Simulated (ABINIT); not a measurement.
KZnF3: single point with LDA

The system is KZnF3.

```xyz
5
Lattice="4.0500 0.0000 0.0000 0.0000 4.0500 0.0000 0.0000 0.0000 4.0500" Properties=species:S:1:pos:R:3 pbc="T T T"
Zn    2.0250    2.0250    2.0250
K     0.0000    0.0000    0.0000
F     2.0250    0.0000    2.0250
F     0.0000    2.0250    2.0250
F     2.0250    2.0250    0.0000
```

* Program: ABINIT 10.8.3 (patched build)
* Task: single point
* Functional: LDA
* Potentials or basis: PseudoDojo NC SR LDA v0.4.1 standard
* Cutoff: 1088 eV
* k mesh: 5 × 5 × 5
* Occupations: fermi-dirac, width 0.05 eV
* Spin: no spin polarisation

```yaml
Pressure: -5.2 GPa
Band_gap_on_the_k_mesh: 3.95 eV, indirect (least direct gap 5.43 eV)
Valence_electrons_inside_the_program's_atomic_spheres: Zn 18.08; K 6.92; F 7.04
```

Levels at points of the mesh, in eV from the valence-band top:
| k point | band 23 | band 24 | band 25 | band 26 | band 27 | band 28 |
| --- | --- | --- | --- | --- | --- | --- |
| (0.00, 0.00, 0.00) | -1.49 | -1.49 | -1.49 | 3.95 | 8.84 | 8.84 |

Run time: 73 s on 1 thread of Arm Neoverse V2 (shared host), peak memory 0.09 GiB.

Caveat: an odd mesh through Γ misses points on the zone boundary, where band edges often lie.
